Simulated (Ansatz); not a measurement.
# SiC: the cost of one run

Program: Ansatz 0.2.0. Level of theory: DFT PBE, scalar-relativistic, plane waves, PAW. These are calculated values, not measurements.

The COD entry's cell or inner coordinates are ideal or old and differ from later refinements, so a difference from it is no clean test against experiment.

2 further runs of the same task are left out: 2 set aside as unsound or not needed. Runs told in other sessions of the task aren't counted.

**1. The structure to begin with**

It takes space group F-43m (No. 216, cubic). The conventional cell has a = 4.380 Å, b = 4.380 Å, c = 4.380 Å, α = 90.00°, β = 90.00°, γ = 90.00°. Si (site symmetry -43m) is surrounded by 4 C at 1.90 Å. Around C (site symmetry -43m) lie 4 Si at 1.90 Å.

Coordinates:

```xyz
12
Lattice="2.1899 -2.1899 0.0000 2.1899 0.0000 -2.1899 8.7595 8.7595 8.7595" Properties=species:S:1:pos:R:3 pbc="T T T"
Si    6.5696    2.1899    4.3797
Si    4.3797    2.1899    2.1899
Si    8.7595    4.3797    4.3797
Si    4.3797   -2.1899   -2.1899
Si    8.7595    6.5696    6.5696
Si    4.3797    0.0000    0.0000
C     7.6645    3.2848    3.2848
C     3.2848    3.2848    3.2848
C     7.6645    5.4747    5.4747
C     3.2848   -1.0949   -1.0949
C     7.6645    7.6645    7.6645
C     3.2848    1.0949    1.0949
```

It is built from the cell relaxed beforehand with the same method (10.50 Å³/atom).

**2. The reference cell**

The cell is repeated 6 times, 12 atoms in all. The reference gives a free energy of -5322.9612 eV, pressure 0.00 GPa, largest force 0.000 eV/Å and gap on the mesh 1.37 eV. It was computed beforehand with the settings of the runs below.

**3. The scan: sliding across a plane**

The cut lies on the cell's a–b face, a (1 -1 1) plane of area 8.31 Å², between layers 1.90 Å apart (C below, Si above); the cell is 15.2 Å thick. Vector c is tilted by f times 1·a + 0·b (length 3.097 Å) with the atoms' Cartesian places fixed: one unrelaxed fault per cell.

**4. f = 0.200**

File input.yaml:

```yaml
crystal:
  lattice:
    - [2.189864095, -2.189864095, 0.0]
    - [2.189864095, 0.0, -2.189864095]
    - [9.1974291989, 8.3214835609, 8.7594563799]
  atoms:
    - { symbol: Si, position: [0.92084, 0.0, 0.3958] }
    - { symbol: Si, position: [0.2875066667, 0.3333333333, 0.2291333333] }
    - { symbol: Si, position: [0.5541733333, 0.6666666667, 0.5624666667] }
    - { symbol: Si, position: [0.82084, 1.0, 0.8958] }
    - { symbol: Si, position: [0.1875066667, 0.3333333333, 0.7291333333] }
    - { symbol: Si, position: [0.6541733333, 0.6666666667, 0.0624666667] }
    - { symbol: C, position: [0.5791733333, 0.6666666667, 0.4374666667] }
    - { symbol: C, position: [-0.05416, 0.0, 0.2708] }
    - { symbol: C, position: [0.2125066667, 0.3333333333, 0.6041333333] }
    - { symbol: C, position: [0.4791733333, 0.6666666667, 0.9374666667] }
    - { symbol: C, position: [-0.15416, 0.0, 0.7708] }
    - { symbol: C, position: [0.3125066667, 0.3333333333, 0.1041333333] }
basis:
  ecutwfc: 420
kpoints:
  mp_grid: { grid: [10, 10, 2] }
hamiltonian:
  xc: pbe
scf:
  occupations: { method: gaussian, width: 0.05 }
output:
  forces: true
  stress: true
  eigenvalues: true
```

The run is started by

```sh
> ansatz run input.yaml --threads 2 --pin off --max-ram 5120MiB --backend cpu --events-out ev --progress --plain --runs-dir out
```

What time and memory should one allow on 2 threads of Intel Xeon 6975P-C (Granite Rapids), shared host?

About 9.7 s, with a peak of 0.67 GiB.
